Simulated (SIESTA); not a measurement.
Wanted: the native input for a SIESTA 5.4.2 run.

```
Task                : single point
Functional          : PBE
Potentials or basis : PseudoDojo 0.4 standard (PBE files)
Basis               : DZP (energy shift 0.003 Ry; two zetas on semicore shells)
Grid cutoff         : 800 Ry
Energy shift        : 0.003 Ry
k mesh              : 9 × 9 × 4
Occupations         : fermi-dirac, width 0.05 eV
Spin                : no spin polarisation
```

The system is ZnO.

```
CELL_PARAMETERS angstrom
3.28797 0.00000 0.00000
-1.64398 2.84746 0.00000
0.00000 0.00000 7.13044
ATOMIC_POSITIONS crystal
Zn 0.00000 0.00000 0.25000
Zn 0.00000 0.00000 0.75000
O 0.66667 0.33333 0.75000
O 0.33333 0.66667 0.25000
```

Measurements of this composition are mostly on another form, of space group No. 186.

One way to write it, as run:

ZnO.fdf

```
SystemName                      ZnO
SystemLabel                     ZnO
NumberOfSpecies                 2
NumberOfAtoms                   4
%block ChemicalSpeciesLabel
  1  30 Zn
  2   8 O
%endblock ChemicalSpeciesLabel

LatticeConstant                 1.0 Ang
%block LatticeVectors
     3.2879671587     0.0000000000     0.0000000000
    -1.6439835793     2.8474630862     0.0000000000
     0.0000000000     0.0000000000     7.1304413500
%endblock LatticeVectors
AtomicCoordinatesFormat         Fractional
%block AtomicCoordinatesAndAtomicSpecies
     0.0000000000     0.0000000000     0.2500000000  1  Zn
     0.0000000000     0.0000000000     0.7500000000  1  Zn
     0.6666666667     0.3333333333     0.7500000000  2  O
     0.3333333333     0.6666666667     0.2500000000  2  O
%endblock AtomicCoordinatesAndAtomicSpecies

%block kgrid.MonkhorstPack
    9   0   0  0.0
    0   9   0  0.0
    0   0   4  0.0
%endblock kgrid.MonkhorstPack
XC.Functional                   GGA
XC.Authors                      PBE
PAO.BasisSize                   DZP
PAO.EnergyShift                 0.003 Ry
Mesh.Cutoff                     800 Ry
OccupationFunction              FD
ElectronicTemperature           0.05 eV
MaxSCFIterations                120
SCF.MustConverge                false
SCF.Mixer.Method                Pulay
SCF.Mixer.Weight                0.25
SCF.Mixer.History               8
SCF.DM.Tolerance                5.0e-05
SCF.H.Tolerance                 1.0e-03 eV
WriteForces                     true
Charge.Mulliken                 end
Charge.Hirshfeld                end
Charge.Voronoi                  end
SaveRho                         true
SaveElectrostaticPotential      true
%block PAO.Basis
  Zn 5
  n=3 0 2
    2.271 0.000
  n=4 0 2
    6.330 0.000
  n=3 1 2
    2.532 0.000
  n=4 1 1
    6.330
  n=3 2 2
    4.164 0.000
%endblock PAO.Basis
```

Potentials or basis: PseudoDojo 0.4 standard (PBE files), DZP (energy shift 0.003 Ry; two zetas on semicore shells).

The run is started by

```sh
$ siesta < ZnO.fdf > ZnO.out 2>&1
```

Results of the run:

* Pressure: -0.1 GPa
* Band gap on the k mesh: 1.04 eV, direct
* Hirshfeld charges: Zn +0.58; O -0.58 e
* Voronoi charges: Zn +0.75; O -0.75 e

Caveat: Mulliken charges of long-ranged orbitals can have an unphysical sign; short orbitals over semicore shells can move pressures by several GPa; the valence orbitals were made in a potential fitted to the semicore shell under them, which widens gaps by tenths of an eV or more; an odd mesh through Γ misses points on the zone boundary, where band edges often lie; the basis of atomic orbitals isn't converged, which shifts pressures, moduli and gaps.

Wall time 77 s on 1 thread of AMD EPYC 7571, with other jobs on the host, peak memory 0.29 GiB.
